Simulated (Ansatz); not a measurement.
**BN: band structure with LDA**

Crystal: BN.

```
CELL_PARAMETERS angstrom
1.25112 0.72234 3.37293
-1.25112 0.72234 3.37293
0.00000 -1.44467 3.37293
ATOMIC_POSITIONS crystal
N 0.66724 0.66724 0.66724
B 0.00033 0.00033 0.00033
```

The cell is a database's computed one.

```yaml
Program: Ansatz 0.2.0
Task: band structure
Functional: LDA
Potentials_or_basis: Ansatz PAW
Cutoff: "420 eV (not typed: the program's choice for these potentials)"
k_mesh: 12 × 12 × 12
Occupations: fermi-dirac, width 0.05 eV
Spin: no spin polarisation
Path: "[[\"G\", \"L\", \"B1\"], [\"B\", \"Z\", \"G\", \"X\"], [\"Q\", \"F\", \"P1\", \"Z\"], [\"L\", \"P\"]]"
Points_for_each_segment_of_the_path: 14
```

```yaml
Pressure: -4.2 GPa
Band_gap_on_the_k_mesh: 4.11 eV, indirect (least direct gap 4.56 eV)
Band_gap_along_the_path: 4.06 eV, indirect (least direct gap 4.56 eV)
```

Forces in eV/Å, atoms in the order of the input:
```
N    0.000  0.000 -0.002
B    0.000  0.000  0.002
```

Stress tensor (GPa, compression positive):
```
-5.90  0.00  0.00
 0.00 -5.90  0.00
 0.00  0.00 -0.95
```

Levels at the corners of the path, in eV from the valence-band top:
```tsv
point	band 2	band 3	band 4	band 5	band 6	band 7
Γ	-4.25	-1.34	-1.34	4.80	11.54	11.54
L	-8.94	-4.13	-0.65	5.10	9.85	12.66
B1	-8.01	-6.85	-0.43	4.64	12.07	13.83
B	-8.01	-6.85	-0.43	4.64	12.07	13.83
Z	-6.29	-1.36	-1.36	9.77	11.47	11.47
Γ	-4.25	-1.34	-1.34	4.80	11.54	11.54
X	-8.01	-7.02	-0.16	4.47	12.00	13.58
Q	-8.01	-7.02	-0.16	4.47	12.00	13.58
F	-8.81	-4.19	-1.25	4.06	9.86	13.83
P1	-8.66	-4.13	-1.58	4.81	9.92	13.92
Z	-6.29	-1.36	-1.36	9.77	11.47	11.47
L	-8.94	-4.13	-0.65	5.10	9.85	12.66
P	-8.66	-4.13	-1.58	4.81	9.92	13.92
```

Wall time 2.8 s on 2 threads of Arm Neoverse V2, on a shared host, peak memory 0.3 GiB.

Caveat: the k mesh misses the band edges, so the gap on the mesh is wider than the one along the path; the pressure holds a Pulay correction of +0.7 GPa for the finite cutoff; the PAW data sets come from PBE, with cores solved anew for the run's functional, which leaves a small shift of forces and pressure. As with any semilocal functional, this LDA gap is likely too small.
